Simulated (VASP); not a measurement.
# MgO (P6_3mc) in VASP: further runs

One crystal, MgO, is run at these levels: PBEsol; tasks: relaxation of cell and atoms.

Everything below comes from runs of VASP 6.6.1. Logs are shortened: lines on timing, memory, paths and dates and some standing lists are left out, and cuts for length are marked.

## Step 1: The structure

The structure is hexagonal, space group P6_3mc (No. 186). Conventional cell: a = 3.308 Å, b = 3.308 Å, c = 4.983 Å, α = 90.00°, β = 90.00°, γ = 120.00°. Mg (site symmetry 3m) is surrounded by 4 O at 1.97 to 1.99 Å. Around O (site symmetry 3m) lie 4 Mg at 1.97 to 1.99 Å.

Measurements of this composition are mostly on another form, of space group No. 225.

## Step 2: Relaxation of cell and atoms, PBEsol

Contents of INCAR:

```
PREC = Accurate ; ENCUT = 600
EDIFF = 1E-6 ; ISMEAR = 0
SIGMA = 0.03 ; LREAL = False
LASPH = True ; NELM = 80
ALGO = Normal ; ISIF = 3
LWAVE = False ; LCHARG = False
GGA = PS ; IBRION = 2
NSW = 90 ; EDIFFG = -0.01
```

Contents of KPOINTS:

```
Automatic mesh
0
Gamma
  9 9 6
```

Contents of POSCAR:

```
MgO
1.0
    3.3077869900      0.0000000000      0.0000000000
   -1.6538934900      2.8646275600      0.0000000000
    0.0000000000      0.0000000000      4.9828816700
Mg O
2 2
Direct
    0.3333333300      0.6666666700      0.0021597400
    0.6666666700      0.3333333300      0.5021597400
    0.3333333300      0.6666666700      0.4024402600
    0.6666666700      0.3333333300      0.9024402600
```

Potentials or basis: VASP PAW PBE potentials, release 64 (Mg, O).

Command:

```
cat potpaw_PBE.64/Mg/POTCAR potpaw_PBE.64/O/POTCAR > POTCAR
mpirun -np 1 vasp_std > vasp.out
```

OUTCAR:

```text
PREC = Accurate
   ENCUT = 600
   EDIFF = 1E-6
   ISMEAR = 0
   LREAL = False
   LASPH = True
   NELM = 80
   ISIF = 3
   GGA = PS
   IBRION = 2
   NSW = 90
   EDIFFG = -0.01

 ion  position               nearest neighbor table
   1  0.333  0.667  0.002-   4 1.97   4 1.97   4 1.97   3 1.99   2 3.14   2 3.14   2 3.14   2 3.14
                             2 3.14   2 3.14
   2  0.667  0.333  0.502-   3 1.97   3 1.97   3 1.97   4 1.99   1 3.14   1 3.14   1 3.14   1 3.14
                             1 3.14   1 3.14
   3  0.333  0.667  0.402-   2 1.97   2 1.97   2 1.97   1 1.99
   4  0.667  0.333  0.902-   1 1.97   1 1.97   1 1.97   2 1.99

  LATTYP: Found a hexagonal cell.
 ALAT       =     3.3077869900
 C/A-ratio  =     1.5064094771

  Lattice vectors:

 A1 = (   3.3077869900,   0.0000000000,   0.0000000000)
 A2 = (  -1.6538934900,   2.8646275600,   0.0000000000)
 A3 = (   0.0000000000,   0.0000000000,   4.9828816700)

Analysis of symmetry for initial positions (statically):
=====================================================================
 Subroutine PRICEL returns:
 Original cell was already a primitive cell.

 Routine SETGRP: Setting up the symmetry group for a
 hexagonal supercell.

 Subroutine GETGRP returns: Found 12 space group operations
 (whereof  6 operations were pure point group operations)
 out of a pool of 24 trial point group operations.

The static configuration has the point symmetry C_3v.
 The point group associated with its full space group is C_6v.

Analysis of symmetry for dynamics (positions and initial velocities):
=====================================================================
 Subroutine PRICEL returns:
 Original cell was already a primitive cell.

 Routine SETGRP: Setting up the symmetry group for a
 hexagonal supercell.

 Subroutine GETGRP returns: Found 12 space group operations
 (whereof  6 operations were pure point group operations)
 out of a pool of 24 trial point group operations.

The dynamic configuration has the point symmetry C_3v.
 The point group associated with its full space group is C_6v.

 Subroutine INISYM returns: Found 12 space group operations
 (whereof  6 operations are pure point group operations),
 and found     1 'primitive' translations

----------------------------------------------------------------------------------------

                                     Primitive cell

  volume of cell :      47.2157

  direct lattice vectors                    reciprocal lattice vectors
     3.307786990  0.000000000  0.000000000     0.302316928  0.174542759  0.000000000
    -1.653893490  2.864627560  0.000000000     0.000000000  0.349085520  0.000000000
     0.000000000  0.000000000  4.982881670     0.000000000  0.000000000  0.200687086

  length of vectors
     3.307786990  3.307786984  4.982881670     0.349085519  0.349085520  0.200687086

  position of ions in fractional coordinates (direct lattice)
     0.333333330  0.666666670  0.002159740
     0.666666670  0.333333330  0.502159740
     0.333333330  0.666666670  0.402440260
     0.666666670  0.333333330  0.902440260

  ion indices of the primitive-cell ions
   primitive index   ion index
                 1           1
                 2           2
                 3           3
                 4           4

----------------------------------------------------------------------------------------

 KPOINTS: Automatic mesh

Automatic generation of k-mesh.
 Grid dimensions read from file:
 generate k-points for:    9    9    6

 Generating k-lattice:

  Cartesian coordinates                     Fractional coordinates (reciprocal lattice)
     0.033590770  0.019393640  0.000000000     0.111111111  0.000000000  0.000000000
     0.000000000  0.038787280  0.000000000     0.000000000  0.111111111  0.000000000
     0.000000000  0.000000000  0.033447848     0.000000000  0.000000000  0.166666667

  Length of vectors
     0.038787280  0.038787280  0.033447848

  Shift w.r.t. Gamma in fractional coordinates (k-lattice)
     0.000000000  0.000000000  0.000000000

 Subroutine IBZKPT returns following result:
 ===========================================

 Found     48 irreducible k-points:

 Following reciprocal coordinates:
            Coordinates               Weight
  0.000000  0.000000  0.000000      1.000000
  0.111111 -0.000000  0.000000      6.000000
  0.222222  0.000000  0.000000      6.000000
  0.333333  0.000000  0.000000      6.000000
  0.444444  0.000000  0.000000      6.000000
  0.111111  0.111111  0.000000      6.000000
[... 16 lines left out ...]
  0.333333  0.222222  0.166667     24.000000
  0.333333  0.333333  0.166667      4.000000
 [... further k-points ...]
   k-points           NKPTS =     48   k-points in BZ     NKDIM =     48   number of bands    NBANDS=     12
   number of dos      NEDOS =    301   number of ions     NIONS =      4
   total plane-waves  NPLWV =  31360
   dimension x,y,z NGX =    28 NGY =   28 NGZ =   40
   dimension x,y,z NGXF=    56 NGYF=   56 NGZF=   80
   ions per type =               2   2
   NGX,Y,Z   is equivalent  to a cutoff of  14.07, 14.07, 13.35 a.u.
   NGXF,Y,Z  is equivalent  to a cutoff of  28.15, 28.15, 26.69 a.u.
 SYSTEM =  unknown system
   PREC   = accura    normal or accurate (medium, high low for compatibility)
   ISTART =      0    job   : 0-new  1-cont  2-samecut
   ICHARG =      2    charge: 1-file 2-atom 10-const
   ISPIN  =      1    spin polarized calculation?
   LNONCOLLINEAR =      F non collinear calculations
   LSORBIT =      F    spin-orbit coupling
   LASPH  =      T    aspherical Exc in radial PAW
   ENCUT  =  600.0 eV  44.10 Ry    6.64 a.u.   6.61  6.61  9.95*2*pi/ulx,y,z
   NELM   =     80;   NELMIN=  2; NELMDL= -5     # of ELM steps
   EDIFF  = 0.1E-05   stopping-criterion for ELM
   LREAL  =      F    real-space projection
   EDIFFG = -.1E-01   stopping-criterion for IOM
   NSW    =     90    number of steps for IOM
   IBRION =      2    ionic relax: 0-MD 1-quasi-New 2-CG
   NFREE  =      1    steps in history (QN), initial steepest desc. (CG)
   ISIF   =      3    stress and relaxation
   ISYM   =      2    0-nonsym 1-usesym 2-fastsym
   POTIM  = 0.5000    time-step for ionic-motion
   TEBEG  =    0.0;   TEEND  =   0.0 temperature during run
   PSTRESS=    0.0 pullay stress
   NELECT =      16.0000    total number of electrons
   NUPDOWN=      -1.0000    fix difference up-down
   EMIN   =  10.00;   EMAX   =-10.00  energy-range for DOS
   EFERMI =   0.00;   METHOD = LEGACY
   ISMEAR =     0;   SIGMA  =   0.03  broadening in eV -4-tet -1-fermi 0-gaus
   EFERMI_NEDOS =   21; number of points for ismear=-14 and -15
   IALGO  =     38    algorithm
   IMIX   =      4    mixing-type and parameters
     AMIX     =   0.40;   BMIX     =  1.00
     AMIX_MAG =   1.60;   BMIX_MAG =  1.00
  volume/ion in A,a.u.               =      11.80        79.66
  Fermi-wavevector in a.u.,A,eV,Ry     =   1.141351  2.156842 17.724080  1.302683
  Thomas-Fermi vector in A             =   2.278052
   LORBIT       =      0    0 simple, 1 ext, 2 COOP (PROOUT), +10 PAW based schemes
   GGA     = PS    functional components
   LHFCALC =     F    Hartree Fock is set to
   AEXX    =    0.0000 exact exchange contribution
   IVDW    =     0    specifies the selected vdW correction
   LEPSILON=     F    determine dielectric tensor
   LRPA    =     F    only Hartree local field effects (RPA)
 conjugate gradient relaxation of ions
 non-spin polarized calculation
 Gauss-broadening in eV      SIGMA  =   0.03
  energy-cutoff  :      600.00
  volume of cell :       47.22
 maximum number of plane-waves:      1604
 NGX is ok and might be reduce to    28
   NGX = 13   NGY = 13   NGZ = 19

--------------------------------------- Ionic step        1  -------------------------------------------

 number of electron      15.9999997 magnetization

 Free energy of the ion-electron system (eV)
  ---------------------------------------------------
  ext. energy  EPLUGINS =         0.00000000
  ---------------------------------------------------
  free energy    TOTEN  =       -24.55565510 eV

  energy without entropy =      -24.55565510  energy(sigma->0) =      -24.55565510

------------------------ aborting loop because EDIFF is reached ----------------------------------------

  FORCE on cell =-STRESS in cart. coord.  units (eV):
  Direction    XX          YY          ZZ          XY          YZ          ZX
  --------------------------------------------------------------------------------------
  -------------------------------------------------------------------------------------
  Total       -0.0492811     -0.0492811     -0.0338764     -0.0000000      0.0000000      0.0000000
  in kB       -1.6722635     -1.6722635     -1.1495333     -0.0000000      0.0000000      0.0000000
  external PRESSURE =      -1.4980201 kB  Pullay stress =       0.0000000 kB
[... 61 lines left out ...]
  energy  without entropy=      -24.5556637427  energy(sigma->0) =      -24.55566374

--------------------------------------- Ionic step        3  -------------------------------------------

 number of electron      15.9999997 magnetization

 Free energy of the ion-electron system (eV)
  ---------------------------------------------------
  ext. energy  EPLUGINS =         0.00000000
  ---------------------------------------------------
  free energy    TOTEN  =       -24.55567276 eV

  energy without entropy =      -24.55567276  energy(sigma->0) =      -24.55567276

 E-fermi :   1.2184     XC(G=0):  -9.9827

 val. band max:        1.0345312318   @ k =   0.0000   0.0000   0.0000
 cond. band min:       4.3848729094   @ k =   0.0000   0.0000   0.0000
 fundamental gap:      3.3503416777
 Fermi energy:         1.2183573936

 k-point     1 :       0.0000    0.0000    0.0000
  band No.  band energies     occupation
      1     -15.1652      2.00000
      2     -14.3332      2.00000
      3      -2.3032      2.00000
      4       0.2397      2.00000
      5       0.2397      2.00000
      6       0.5849      2.00000
      7       0.5849      2.00000
      8       1.0345      2.00000
      9       4.3849      0.00000
     10       9.4443      0.00000
     11      11.2598      0.00000
     12      14.9931      0.00000
[... 331 lines left out ...]
 k-point    24 :       0.3333    0.3333    0.1667
  band No.  band energies     occupation
      1     -14.3272      2.00000
      2     -14.3272      2.00000
      3      -1.7147      2.00000
      4      -1.2066      2.00000
      5      -1.2066      2.00000
      6      -0.4075      2.00000
      7       0.0988      2.00000
      8       0.0988      2.00000
      9       9.1889      0.00000
     10       9.2708      0.00000
     11      11.0138      0.00000
     12      11.0138      0.00000

 [... further k-points ...]

------------------------ aborting loop because EDIFF is reached ----------------------------------------

  FORCE on cell =-STRESS in cart. coord.  units (eV):
  Direction    XX          YY          ZZ          XY          YZ          ZX
  --------------------------------------------------------------------------------------
  -------------------------------------------------------------------------------------
  Total        0.0015673      0.0015673      0.0222444      0.0000000      0.0000000     -0.0000000
  in kB        0.0532281      0.0532281      0.7554347      0.0000000      0.0000000     -0.0000000
  external PRESSURE =       0.2872970 kB  Pullay stress =       0.0000000 kB
[... 19 lines left out ...]
  FREE ENERGIE OF THE ION-ELECTRON SYSTEM (eV)
  ---------------------------------------------------
  free  energy   TOTEN  =       -24.5556727632 eV

  energy  without entropy=      -24.5556727632  energy(sigma->0) =      -24.55567276

 reached required accuracy - stopping structural energy minimisation
```

It took 51 s on 1 thread of Intel Xeon Platinum 8375C at 2.90GHz (Ice Lake), shared host; peak memory 0.2 GiB.

Results:

- Free energy: -24.5557 eV
- Relaxed volume: 11.79 Å³/atom
- Relaxed cell: a = 3.307 Å, b = 3.307 Å, c = 4.982 Å, α = 90.00°, β = 90.00°, γ = 120.00°
- Space group after relaxing (to 0.05 Å): P6_3mc (No. 186)
- Energy gained by relaxing: 0.0 meV/atom
- Ionic steps: 3
- Pressure after relaxing: 0.0 GPa
- Largest force after relaxing: 0.007 eV/Å
- Band gap on the k mesh: 3.35 eV, direct

Forces on the atoms (eV/Å):
```
Mg   0.000  0.000  0.007
Mg   0.000  0.000  0.007
O    0.000  0.000 -0.007
O    0.000  0.000 -0.007
```

Final structure:
```xyz
4
Lattice="3.3068 0.0000 0.0000 -1.6534 2.8638 0.0000 0.0000 0.0000 4.9818" Properties=species:S:1:pos:R:3 pbc="T T T"
Mg    0.0000    1.9092    0.0110
Mg    1.6534    0.9546    2.5019
O     0.0000    1.9092    2.0047
O     1.6534    0.9546    4.4956
```

Levels at points of the mesh, in eV from the valence-band top:
```csv
k point,band 4,band 5,band 6,band 7,band 8,band 9,band 10,band 11,band 12
"(0.00, 0.00, 0.00)",-0.79,-0.79,-0.45,-0.45,0.00,3.35,8.41,10.23,13.96
"(0.00, 0.00, 0.50)",-2.06,-0.63,-0.63,-0.63,-0.63,5.88,5.88,13.10,13.10
```

Caveat: the PAW data sets were made with another functional, which shifts forces and pressure a little; an odd mesh through Γ misses points on the zone boundary, where band edges often lie.

## Step 3: Relaxation of cell and atoms, PBEsol

Contents of INCAR:

```
PREC = Accurate ; ENCUT = 600
EDIFF = 1E-7 ; ISMEAR = 0
SIGMA = 0.03 ; LREAL = False
LASPH = True ; NELM = 80
ALGO = Normal ; ISIF = 3
LWAVE = False ; LCHARG = False
GGA = PS ; IBRION = 2
NSW = 90 ; EDIFFG = -0.005
```

KPOINTS is that of step 2.

Contents of POSCAR:

```
MgO                                     
1.0
    3.3067890853     -0.0000000000      0.0000000000
   -1.6533945377      2.8637633492     -0.0000000000
    0.0000000000      0.0000000000      4.9818483165
  Mg              O             
     2     2
Direct
     0.3333333300000021    0.6666666699999979    0.0022068782981320
     0.6666666699999979    0.3333333300000021    0.5022068782981320
     0.3333333300000021    0.6666666699999979    0.4023931217018700
     0.6666666699999979    0.3333333300000021    0.9023931217018700
```

Potentials or basis: VASP PAW PBE potentials, release 64 (Mg, O).

Command:

```
cat potpaw_PBE.64/Mg/POTCAR potpaw_PBE.64/O/POTCAR > POTCAR
mpirun -np 1 vasp_std > vasp.out
```

Wall time 2.8 min (1 thread of Intel Xeon Platinum 8375C at 2.90GHz (Ice Lake), shared host); peak memory 0.19 GiB.

It converged, with:

```
Free energy                            : -24.5558 eV
Relaxed volume                         : 11.81 Å³/atom
Relaxed cell                           : a = 3.299 Å, b = 3.299 Å, c = 5.012 Å, α = 90.00°, β = 90.00°, γ = 120.00°
Space group after relaxing (to 0.05 Å) : P6_3mc (No. 186)
Energy gained by relaxing              : 0.0 meV/atom
Ionic steps                            : 10
Pressure after relaxing                : 0.0 GPa
Band gap on the k mesh                 : 3.38 eV, direct
```

Forces in eV/Å, atoms in the order of the input:
```
Mg   0.000  0.000  0.002
Mg   0.000  0.000  0.002
O    0.000  0.000 -0.002
O    0.000  0.000 -0.002
```

The path:
| step | energy change (eV) | largest force (eV/Å) | pressure (GPa) | volume (Å³) |
| --- | --- | --- | --- | --- |
| 1 | 0.0000 | 0.0070 | 0.02 | 47.18 |
| 2 | 0.0000 | 0.0053 | 0.00 | 47.19 |
| 3 | 0.0000 | 0.0000 | -0.05 | 47.21 |
| 4 | 0.0000 | 0.0107 | -0.15 | 47.27 |
| 5 | 0.0000 | 0.0050 | -0.08 | 47.24 |
| 6 | -0.0001 | 0.0048 | -0.09 | 47.24 |
| 7 | -0.0001 | 0.0043 | -0.08 | 47.24 |
| 8 | -0.0001 | 0.0033 | -0.07 | 47.24 |
| 9 | -0.0001 | 0.0013 | -0.04 | 47.25 |
| 10 | -0.0001 | 0.0022 | 0.01 | 47.25 |

Final structure:
```
CELL_PARAMETERS angstrom
3.29935 0.00000 0.00000
-1.64967 2.85732 0.00000
0.00000 0.00000 5.01226
ATOMIC_POSITIONS crystal
Mg 0.33333 0.66667 0.00360
Mg 0.66667 0.33333 0.50360
O 0.33333 0.66667 0.40101
O 0.66667 0.33333 0.90100
```

Levels at points of the mesh, in eV from the valence-band top:
```csv
k point,band 5,band 6,band 7,band 8,band 9,band 10,band 11,band 12
"(0.00, 0.00, 0.00)",-0.74,-0.41,-0.41,0.00,3.38,8.42,10.19,14.05
"(0.00, 0.00, 0.50)",-0.58,-0.58,-0.58,-0.58,5.89,5.89,13.06,13.06
```

Caveat: the PAW data sets were made with another functional, which shifts forces and pressure a little; an odd mesh through Γ misses points on the zone boundary, where band edges often lie.
